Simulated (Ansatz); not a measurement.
Se (P3_121) from a database of computed structures (r2SCAN+rVV10 geometry), in Ansatz:

```cif
data_structure
_symmetry_space_group_name_H-M 'P3_121'
_symmetry_Int_Tables_number 152
_cell_length_a 4.2927
_cell_length_b 4.2927
_cell_length_c 5.0409
_cell_angle_alpha 90.000
_cell_angle_beta 90.000
_cell_angle_gamma 120.000
_cell_volume 80.44
loop_
_atom_site_label
_atom_site_type_symbol
_atom_site_symmetry_multiplicity
_atom_site_Wyckoff_symbol
_atom_site_fract_x
_atom_site_fract_y
_atom_site_fract_z
_atom_site_occupancy
Se1 Se 3 a 0.22847 0.00000 0.33333 1
```

G0W0@PBE with 596 empty bands, a screening cutoff of 220 eV and a 6×6×4 mesh (PAW, contour deformation) gives 1.465 eV over the mesh points, from a PBE gap of 0.844 eV; it sums over 620 bands with 565 plane waves in the screening and a wave cutoff of 420 eV. G0W0 values are finite-basis, finite-mesh values. The values are computed, spin-unpolarised, and not measurements.

**Question.** Estimate the gap with starting point HSE06.

**Answer.** 1.894 eV (+0.429 eV), from a Kohn-Sham gap of 1.563 eV.

**Question.** Estimate the gap with mesh 12×12×6, empty bands 130, screening cutoff 80 eV.

**Answer.** 1.423 eV (-0.042 eV), from a Kohn-Sham gap of 0.828 eV.

Spin-orbit coupling is left out.
